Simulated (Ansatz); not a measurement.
Crystal: BN.

```
N B
1.0
     0.00000    1.81300    1.81300
     1.81300    0.00000    1.81300
     1.81300    1.81300    0.00000
N B
1 1
Direct
  0.25000 0.25000 0.25000
  0.00000 0.00000 0.00000
```

The cell is a database's computed one.

| Quantity | Value |
| --- | --- |
| Program | Ansatz 0.2.0 |
| Task | relaxation of cell and atoms |
| Functional | LDA |
| Potentials or basis | Ansatz PAW |
| Cutoff | 420 eV (not typed: the program's choice for these potentials) |
| k mesh | 13 × 13 × 13 |
| Occupations | fermi-dirac, width 0.05 eV |
| Spin | no spin polarisation |

At the start: volume 5.96 Å³/atom.

Task: Where does the relaxation end?

Result: It ends after 7 steps and the volume is 5.74 Å³/atom (-3.7 %); space group F-43m (No. 216, to 0.05 Å).

The path:
```
step  energy change (eV)  largest force (eV/Å)  volume (Å³)
   1              0.0000                0.0000        11.92
   2             -0.0185                0.0000        11.66
   3             -0.0232                0.0000        11.48
   4             -0.0232                0.0000        11.49
   5             -0.0200                0.0000        11.49
   6             -0.0202                0.0000        11.48
   7             -0.0200                0.0000        11.48
```

Final structure:
```xyz
2
Lattice="0.0000 1.7903 1.7903 1.7903 0.0000 1.7903 1.7903 1.7903 0.0000" Properties=species:S:1:pos:R:3 pbc="T T T"
N     0.8951    0.8951    0.8951
B     0.0000    0.0000    0.0000
```

Caveat: the plane-wave basis is chosen anew once the cell has moved, so the energies of steps on either side of that aren't comparable; the pressure holds a Pulay correction of +1.4 GPa for the finite cutoff; the PAW data sets come from PBE, with cores solved anew for the run's functional, which leaves a small shift of forces and pressure.
